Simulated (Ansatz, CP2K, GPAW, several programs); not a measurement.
**Many methods on one cell: KNbO3 (cubic perovskite)**

KNbO3 (cubic perovskite), relaxed with r2SCAN in Ansatz, was computed with several methods. The symmetry is Pm-3m (No. 221, cubic); a = 3.996 Å in the conventional setting, 12.77 Å³ an atom. K has 12 O at 2.83 Å; Nb has 6 O at 2.00 Å; O has 2 Nb at 2.00 Å and 4 K at 2.83 Å. Calculated for a static, non-magnetic cell.

```
CELL_PARAMETERS angstrom
3.99645 0.00000 0.00000
0.00000 3.99645 0.00000
0.00000 0.00000 3.99645
ATOMIC_POSITIONS crystal
K 0.00000 0.00000 0.00000
Nb 0.50000 0.50000 0.50000
O 0.50000 0.50000 0.00000
O 0.50000 0.00000 0.50000
O 0.00000 0.50000 0.50000
```

Gaps and times are for a single point on this cell; volume and bulk modulus come from each method's own relaxation or energy curve at fixed shape. Times are rough, from shared hosts (Arm Neoverse N1), and each method has its own mesh and cell size. Gaps from k meshes are read at a limited set of points (mesh, symmetry points, PBE's band edges), so each method's own least gap may be somewhat smaller. Minimal bases can be far off for gaps. GLLB-SC's gap includes the derivative discontinuity. d marks a direct gap, i an indirect one (no mark: not told apart), a dash a value that wasn't computed or didn't pass its checks.

```csv
method,kind,gap (eV),own volume (Å³/atom),bulk modulus (GPa),atoms computed,processor time
light PBE (260 eV and a coarse mesh),light plane-wave,1.15 i,–,–,5,1.4 s
PBE,semilocal,1.57 i,13.05,175,5,4.6 s
r2SCAN,semilocal,1.95 i,12.77,195,5,11 s
GLLB-SC (GPAW),model potential,3.44,–,–,5,22 s
PBE/SZV (CP2K),small basis,0.69 i,13.65,167,5,26 s
PBE/DZVP (CP2K),small basis,1.45 i,13.09,176,5,84 s
```

Against r2SCAN (1.95 eV) and with closed or daggered gaps left aside, the nearest gap at the points sampled is that of PBE (-0.38 eV) and the farthest that of GLLB-SC (GPAW) (+1.49 eV). r2SCAN is only a yardstick of convenience: semilocal gaps usually lie below measured ones, which GLLB-SC and hybrids aim to mend.

Volumes against r2SCAN's: PBE +2.3 %, PBE/SZV (CP2K) +6.9 %, PBE/DZVP (CP2K) +2.5 %.

Spin-orbit coupling is left out.
